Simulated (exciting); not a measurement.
Consider KCl (Sylvite), space group Fm-3m.

```xyz
2
Lattice="0.0000 3.1465 3.1465 3.1465 0.0000 3.1465 3.1465 3.1465 0.0000" Properties=species:S:1:pos:R:3 pbc="T T T"
K     0.0000    0.0000    0.0000
Cl    3.1465    3.1465    3.1465
```

Absorber: atom 2, with 6 K at 3.15 Å (octahedral, site symmetry m-3m). Method: exciting, all-electron LAPW+lo, PBEsol, exchange and screened direct term (singlet BSE), 4×4×4 shifted k points, 28 conduction bands, |G+q| up to 3 bohr⁻¹, full RPA screening with nempty = 53, Lorentzian half width 0.45 eV.

Question: What does the Cl K spectrum look like, and is there a bound core exciton?

Bound core exciton? Yes on this mesh: the first bright state (over 5 % of the brightest) lies at -0.57 eV from the Kohn–Sham onset and at -0.85 eV from the lowest bare transition of its own mesh; weaker or dark states reach down to -1.61 eV. Maxima (height): -0.1 eV (1.00), 3.2 eV (0.50), 9.2 eV (0.26), 12.0 eV (0.28), 15.0 eV (0.18) and 18.9 eV (0.30).

Energy from the Kohn–Sham onset, core level to the lowest empty state found on the meshes used; Im ε in relative units:

```csv
E (eV),Im ε
-4.0,0.02
-3.5,0.03
-3.0,0.04
-2.5,0.05
-2.0,0.08
-1.5,0.14
-1.0,0.30
-0.5,0.76
0.0,0.99
0.5,0.72
1.0,0.44
1.5,0.33
2.0,0.28
2.5,0.30
3.0,0.45
3.5,0.44
4.0,0.31
4.5,0.27
5.0,0.25
5.5,0.22
6.0,0.17
6.5,0.15
7.0,0.13
7.5,0.10
8.0,0.09
8.5,0.14
9.0,0.25
9.5,0.25
10.0,0.22
10.5,0.20
11.0,0.19
11.5,0.23
12.0,0.28
12.5,0.23
13.0,0.18
13.5,0.16
14.0,0.16
14.5,0.16
15.0,0.18
15.5,0.17
16.0,0.15
16.5,0.16
17.0,0.18
17.5,0.19
18.0,0.21
18.5,0.25
19.0,0.29
19.5,0.22
20.0,0.16
20.5,0.13
21.0,0.11
21.5,0.10
```

Binding energies aren't converged on 64 k points, and fine structure above the first lines is partly noise of the mesh. Exchange and the short-range direct term aren't converged in the kernel cutoff. The zero comes from the unshifted 4×4×4 ground-state mesh; it is exact only where the band minimum lies on that mesh. The Kohn–Sham onset, 2742 eV, is no photon energy: the scale needs a rigid shift. Bands and screening come from semilocal DFT, whose small gap overscreens. Vibrations and energy-dependent lifetimes are left out. The structure is a published determination, not relaxed.

[Banner, clock and machine lines of the logs are left out without a mark of their own.]

[Logs are printed without paths, hosts, clocks, repeated set-up lines and the standing remarks that a program may print on its own settings, such as how far it seeks lower states.]

[Hosts, paths, dates, database ids (printed as entryN), source tags and the programs' standing remarks are cut or masked in the printed files.]
